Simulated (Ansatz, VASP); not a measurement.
Ga in VASP and in Ansatz

POSCAR

```
Ga
1.0
    3.8169566100     -2.3266295500      0.0000000000
    3.8169566100      2.3266295500      0.0000000000
    0.0000000000      0.0000000000      4.4882540000
Ga
4
Direct
    0.9903146100      0.3344495100      0.2500000000
    0.3344495100      0.9903146100      0.7500000000
    0.0096853900      0.6655504900      0.7500000000
    0.6655504900      0.0096853900      0.2500000000
```

The input INCAR.step1:

```
SYSTEM = Ga
PREC = Accurate
ENCUT = 520
ISMEAR = 0
SIGMA = 0.1
LREAL = .False.
LASPH = .True.
NELM = 100
NBANDS = 34
GGA = PE
ALGO = Normal
EDIFF = 1E-4
LWAVE = .True.
LCHARG = .False.
```

The input INCAR.step2:

```
SYSTEM = Ga
PREC = Accurate
ENCUT = 520
EDIFF = 1E-6
ISMEAR = 0
SIGMA = 0.1
LREAL = .False.
LASPH = .True.
NELM = 100
ALGO = Normal
ISIF = 2
LWAVE = .False.
LCHARG = .False.
METAGGA = R2SCAN
LMIXTAU = .True.
NBANDS = 34
ISTART = 1
```

File KPOINTS:

```
Automatic mesh
0
Gamma
  4 4 4
  0 0 0
```

Input for Ansatz:

```yaml
crystal:
  lattice:
    - [3.81695661, -2.32662955, 0.0]
    - [3.81695661, 2.32662955, 0.0]
    - [0.0, 0.0, 4.488254]
  atoms:
    - { symbol: Ga, position: [0.99031461, 0.33444951, 0.25] }
    - { symbol: Ga, position: [0.33444951, 0.99031461, 0.75] }
    - { symbol: Ga, position: [0.00968539, 0.66555049, 0.75] }
    - { symbol: Ga, position: [0.66555049, 0.00968539, 0.25] }
basis:
  ecutwfc: 500
kpoints:
  mp_grid: { grid: [4, 4, 4] }
hamiltonian:
  xc: r2scan
scf:
  occupations: { method: gaussian, width: 0.1 }
output:
  forces: true
  stress: true
  eigenvalues: true
```

This isn't the form of Ga at room conditions, which is orthorhombic.

Alike in both runs: task single point; functional r2SCAN; k mesh 4 × 4 × 4; occupations gaussian, width 0.1 eV; no spin polarisation.

|  | VASP | Ansatz |
| --- | --- | --- |
| version | VASP 6.6.1 | Ansatz 0.2.0 |
| potentials or method | VASP PAW PBE potentials, release 64 (Ga_d) | scalar-relativistic, plane waves, PAW |
| plane-wave cutoff (eV) | 520 | 500 |
| valence electrons in the cell | 52 | 52 |

```csv
,VASP,Ansatz,Ansatz less VASP
gap on the k mesh at the Fermi level (eV),none,none,-
pressure (GPa),0.1,0.1,-0.01
largest component of the traceless stress (GPa),1.23,1.21,-0.021
rms of the force components (eV/Å),0.029,0.026,-0.0023
```

Atom by atom the forces differ by 0.002 eV/Å (rms over components). A gap of «none» marks a metal or a gap that the smearing closes.

Caveats: the k mesh is coarse (spacing up to 0.40 Å⁻¹), so the values aren't converged; the PAW data sets were made with another functional, which shifts forces and pressure a little (VASP).
